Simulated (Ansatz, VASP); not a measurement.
**MgO: VASP beside Ansatz**

```
Mg O
1.0
     2.95866    0.00000    0.00000
    -1.47933    2.56228    0.00000
     0.00000    0.00000   11.37488
Mg O
4 4
Direct
  0.33333 0.66667 0.96949
  0.00000 0.00000 0.22082
  0.00000 0.00000 0.72082
  0.66667 0.33333 0.46949
  0.33333 0.66667 0.78004
  0.00000 0.00000 0.52964
  0.00000 0.00000 0.02964
  0.66667 0.33333 0.28004
```

Alike in both runs: task single point; functional PBE; k mesh 9 × 9 × 4; occupations gaussian, width 0.05 eV; no spin polarisation.

|  | VASP | Ansatz |
| --- | --- | --- |
| version | VASP 6.6.1 | Ansatz 0.2.0 |
| potentials or method | VASP PAW PBE potentials, release 64 (Mg, O) | scalar-relativistic, plane waves, PAW |
| plane-wave cutoff (eV) | 520 | 520 |
| valence electrons in the cell | 32 | 64 |

```csv
,VASP,Ansatz,Ansatz less VASP
gap on the k mesh at the Fermi level (eV),3.66,3.69,+0.021
least direct gap on the mesh (eV),3.66,3.69,+0.021
pressure (GPa),25.8,25.9,+0.04
largest component of the traceless stress (GPa),34.74,34.13,-0.614
rms of the force components (eV/Å),0.970,0.951,-0.0195
```

Atom by atom the forces differ by 0.020 eV/Å (rms over components). The functional is the same, so the differences come from potentials, cutoffs and numerics. The two sets of potentials don't hold the same shells in valence.

Caveats: so large a pressure means that the cell lies far from this level's equilibrium, or that cutoff or potentials fall short (VASP); an odd mesh through Γ misses points on the zone boundary, where band edges often lie; forces of over 1 eV/Å show positions far from the minimum, so gaps and moduli don't describe the material at rest.
